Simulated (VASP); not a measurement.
Runs of VASP 6.6.1 on MnO. The structure is cubic, space group Fm-3m (No. 225). Conventional cell: a = 4.444 Å, b = 4.444 Å, c = 4.444 Å, α = 90.00°, β = 90.00°, γ = 90.00°. Mn (site symmetry m-3m) has 6 O at 2.22 Å as nearest neighbours. O (site symmetry m-3m) is surrounded by 6 Mn at 2.22 Å. 

```csv
spin,U,further INCAR settings,gap on the mesh (eV),pressure (GPa),moment (μB)
off,Mn d U = 5 eV,ALGO = Fast; EDIFF = 1e-06; NBANDS = 16,none,-39.1,-
"collinear, ferromagnetic start",Mn d U = 7 eV,ALGO = Fast; EDIFF = 1e-06,(a),-3.2,5.00
"collinear, random start",Mn d U = 5 eV,ALGO = Fast; EDIFF = 1e-06,0.52,-4.3,5.00
"collinear, zero start",Mn d U = 7 eV,ALGO = Fast; EDIFF = 1e-06; NBANDS = 20,none,-35.2,0.00
```

Alike in all rows: task single point; level LDA+U; potentials or basis VASP PAW LDA potentials, release 64 (Mn_pv, O); cell as given; k mesh 7 × 7 × 7; cutoff (eV) 520; smearing gaussian 0.05 eV.

Problem. Estimate the missing entries.

Solution. (a) 0.89.

Caveats: a pressure of tens of GPa on the cell as given is suspect, and the run, the potentials or the cell itself is likely at fault (some runs); an odd mesh through Γ misses points on the zone boundary, where band edges often lie (some runs); a cell with one magnetic atom can't hold antiferromagnetic order, which such compounds often take (some runs); an odd number of electrons without spin polarisation forces a metal (some runs); a magnetic or distorted state may lie lower (some runs); U without spin polarisation on a metal has little footing (some runs).

A gap of «none» marks a metal or a gap under the smearing width.
